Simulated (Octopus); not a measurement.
Here is an Octopus 16.4 calculation.

Contents of inp:

```
CalculationMode = gs
UnitsOutput = eV_Angstrom
PeriodicDimensions = 3
ExperimentalFeatures = yes
PseudopotentialSet = pseudodojo_pbe
%LatticeParameters
 1*angstrom | 1*angstrom | 1*angstrom
%
%LatticeVectors
 0 | 2.5663 | 2.5663
 2.5663 | 0 | 2.5663
 2.5663 | 2.5663 | 0
%
%ReducedCoordinates
 "Sr" | 0.5 | 0.5 | 0.5
 "O" | 0 | 0 | 0
%
%Spacing
 0.12961772*angstrom | 0.12961772*angstrom | 0.12961772*angstrom
%
DerivativesOrder = 8
%KPointsGrid
 9 | 9 | 9
%
KPointsUseSymmetries = yes
XCFunctional = gga_x_pbe + gga_c_pbe
SmearingFunction = fermi_dirac
Smearing = 0.05*eV
ExtraStates = 6
Eigensolver = chebyshev_filter
ConvRelDens = 3e-7
MaximumIter = 120
```

Potentials or basis: pseudodojo_pbe (PseudoDojo 0.5, PBE).

Command:

```console
$ OMP_NUM_THREADS=1 octopus > out.log
```

(1) Estimate the band gap on the k mesh.

Answers

(1) 3.37 eV, indirect (least direct gap 3.46 eV).

Caveat: an odd mesh through Γ misses points on the zone boundary, where band edges often lie.
